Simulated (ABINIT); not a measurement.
Write the native input for ABINIT 10.8.3 (patched build) that does the following.

| Property | Result |
| --- | --- |
| Task | band structure |
| Functional | WC |
| Potentials or basis | JTH PAW PBE v2.0 |
| Cutoff | 408 eV |
| k mesh | 12 × 12 × 12 |
| Occupations | fermi-dirac, width 0.05 eV |
| Spin | no spin polarisation |
| Fine-grid cutoff | 816.342 eV |
| Exchange and correlation inside the PAW spheres | full angular mesh (pawxcdev 0, this build's default; the released program takes 1) |

Crystal: Mo.

```
Mo
1.0
    -1.58381    1.58381    1.58381
     1.58381   -1.58381    1.58381
     1.58381    1.58381   -1.58381
Mo
1
Direct
  0.00000 0.00000 0.00000
```

One way to write it, as run:

run.abi

```
# Datasets: ground state, then fixed potential
ndtset 2

# Pseudopotentials
pp_dirpath "./"
pseudos "Mo.GGA_PBE-JTH.xml"

# Structure
acell 2.7432376088 2.7432376088 2.7432376088 Angstrom
rprim
    -0.5773502692     0.5773502692     0.5773502692
     0.5773502692    -0.5773502692     0.5773502692
     0.5773502692     0.5773502692    -0.5773502692
ntypat 1
znucl 42
natom 1
typat 1
xred
     0.0000000000     0.0000000000     0.0000000000

# Plane-wave basis
ecut 15.0
pawecutdg 30.0

# Exchange and correlation
ixc 23

# Bands and occupations
occopt 3
tsmear 0.05 eV

# SCF cycle
nstep 100

# Output
iomode 3
prtwf 0
prteig 0
prtebands 0
enunit 1
prtden1 1

# Dataset 1
kptopt1 1
ngkpt1 12 12 12
nshiftk1 1
shiftk1 0.0 0.0 0.0
nband1 11
tolvrs1 1.0e-9

# Dataset 2: bands along G-H-N-G-P-H
iscf2 -2
getden2 1
nband2 15
nbdbuf2 2
tolwfr2 1.0e-12
kptopt2 -5
ndivsm2 5
prteig2 1
prtvol2 -3
kptbounds2
     0.0000000000     0.0000000000     0.0000000000
     0.5000000000    -0.5000000000     0.5000000000
     0.0000000000     0.0000000000     0.5000000000
     0.0000000000     0.0000000000     0.0000000000
     0.2500000000     0.2500000000     0.2500000000
     0.5000000000    -0.5000000000     0.5000000000
```

Potentials or basis: JTH PAW PBE v2.0.

Launch:

```sh
$ abinit run.abi > log 2>&1
```

Results of the run:

```yaml
Pressure: -7.5 GPa
Band_gap_on_the_k_mesh: none (metal or under the smearing width)
Valence_electrons_inside_the_program's_atomic_spheres: Mo 11.29 (radii [1.1681] Å)
```

Caveat: the PAW data sets were made with another functional, which shifts forces and pressure a little.

It took 8.7 s on 1 thread of Arm Neoverse V1, on a shared host, peak memory 0.12 GiB.
